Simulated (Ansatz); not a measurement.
A single-point calculation of SnO2 in the fluorite structure with Ansatz 0.2.0, at the level LC-ωPBE. The cell was relaxed beforehand with r2SCAN.

Input (YAML):
```yaml
crystal:
  lattice:
    - [0.0, 2.5334667554, 2.5334667554]
    - [2.5334667554, 0.0, 2.5334667554]
    - [2.5334667554, 2.5334667554, 0.0]
  atoms:
    - { symbol: Sn, position: [0.0, 0.0, 0.0] }
    - { symbol: O, position: [0.25, 0.25, 0.25] }
    - { symbol: O, position: [0.75, 0.75, 0.75] }
kpoints:
  mp_grid: { grid: [6, 6, 6] }
hamiltonian:
  xc: lc_wpbe
scf:
  occupations: { method: fixed }
  n_extra_bands: 4
output:
  forces: true
  stress: true
  eigenvalues: true
```

Command: `ansatz run input.yaml --threads 2 --pin off --max-ram 2211MiB --backend cpu --events-out ev --progress --plain --runs-dir out`. Wall time 22 s on 2 threads of Arm Neoverse V1 (shared host), load about 0.4 per core; peak host memory 1.2 GiB.

The output, standing remarks left out:
```
Functional definition: LC-wPBE
  parameter omega = 0.4/bohr
  exchange = pbe_x_sr(omega) + exact_x_lr(omega)
  correlation = pbe_c
Crystal: 3 atoms, lattice volume = 32.522 Å³
Basis set: ecut = 420 eV, 609 PW (Γ)
Bands: 17, of which v1, the nominal top of the filled ones, is band 13 counted from 1 (12 counted from 0)
Symmetry: 48 space group operations
Space group: Fm-3m (ITA 225)
k-points: 16 of 216
[warm-up without exact exchange]
SCF iter   1: HF=-7158.187100 eV  Δρ=5.16e-3  dr2=7.49e-3
SCF iter   2: HF=-7158.187575 eV  Δρ=2.79e-3  dr2=1.69e-3
SCF iter   3: HF=-7158.187293 eV  Δρ=6.40e-4  dr2=6.60e-5
SCF iter   4: HF=-7158.187537 eV  Δρ=7.12e-5  dr2=1.39e-6
SCF 1 stopped early in 4 iterations: F = -7158.187536 eV  dr2 = 1.39e-6
[exact exchange on]
Exchange kernel: α = 0.0000 at short range, 1.0000 at long range (ω = 0.7559 Å⁻¹), several ranges, Wigner–Seitz truncation, v(0) = 12636.2753 eV·Å³, q-mesh 6×6×6
SCF iter   1: HF=-7158.263611 eV  Δρ=1.03e-2  dr2=4.01e-2
SCF iter   2: HF=-7158.248842 eV  Δρ=5.76e-3  dr2=3.24e-2
SCF iter   3: HF=-7158.330490 eV  Δρ=5.03e-3  dr2=1.05e-2
SCF iter   4: HF=-7158.337141 eV  Δρ=2.68e-3  dr2=2.35e-3
SCF iter   5: HF=-7158.337121 eV  Δρ=4.57e-4  dr2=9.25e-5
SCF 2 stopped early in 5 iterations: F = -7158.337113 eV  dr2 = 9.25e-5
hybrid outer 1: dexx = +1.302e-1 eV, tail = 4.59e-4 eV
SCF iter   1: HF=-7158.338522 eV  Δρ=9.65e-5  dr2=1.51e-6
SCF iter   2: HF=-7158.338533 eV  Δρ=8.62e-5  dr2=6.26e-7
SCF iter   3: HF=-7158.338533 eV  Δρ=3.02e-5  dr2=9.85e-8
SCF iter   4: HF=-7158.338533 eV  Δρ=3.08e-6  dr2=2.51e-9
SCF 3 converged in 4 iterations: F = -7158.338533 eV  dr2 = 2.51e-9
hybrid outer 2: dexx = +7.410e-6 eV, tail = 5.78e-7 eV, Δε = 1.77e-2 eV
SCF iter   1: HF=-7158.338536 eV  Δρ=5.20e-6  dr2=5.89e-9
SCF iter   2: HF=-7158.338536 eV  Δρ=2.50e-6  dr2=1.02e-9
SCF 4 converged in 2 iterations: F = -7158.338536 eV  dr2 = 1.02e-9
hybrid outer 3: dexx = +1.650e-8 eV, tail = 4.86e-9 eV, Δε = 3.13e-4 eV, ΔF = 3.76e-18 eV/Å
Free energy (F): -7158.338536 eV
Fermi energy:    7.671785 eV
--- Stress (GPa, compression-positive) ---
       -8.258497       0.000000       0.000000
        0.000000      -8.258497       0.000000
        0.000000       0.000000      -8.258497
  P = ⅓ Tr σ = -8.2585 GPa (-82.585 kbar)
--- Band table (eV; the first three rows and the last of 16) ---
  k-point 0: bands = […, 4.3325, 4.3325, 4.3325, 6.1518, 6.1518, 6.1518, 14.6883, 21.9982, 21.9982, 21.9982]
  k-point 1: bands = […, 3.2942, 4.1524, 4.1524, 5.0626, 5.8937, 5.8937, 16.6226, 21.7789, 22.8006, 22.8006]
  k-point 2: bands = […, 1.6767, 3.6995, 3.8210, 3.8210, 5.4113, 5.4113, 19.2222, 22.3605, 24.7117, 24.7117]
  k-point 15: bands = […, -1.8721, 0.6604, 2.5539, 5.5886, 7.2834, 7.6718, 19.2350, 23.9008, 24.2891, 26.6501]
```

The rows of the band table are 0: (0, 0, 0) = Γ, 1: (0, 0, 1/6), 2: (0, 0, 1/3), 15: (1/6, -1/2, -1/3).

LC-ωPBE gives an indirect gap of 7.02 eV, from W–X (0.33 of the way from W) to Γ; the least direct gap is 8.54 eV at Γ. Edges are sought over the mesh and the listed points. The mean pressure is -8.3 GPa (compression positive), so LC-ωPBE would shrink the cell's volume. (The program warns that its thresholds are loose for a hybrid's stress.)

Note: simulated data, non-magnetic, for a generated structure that need not be the stable one.

No spin-orbit coupling is included; it can move band edges with weight on the heavy atoms by tenths of an eV.

The meshes of the hybrids are coarse, so their gaps aren't converged to the digits shown.
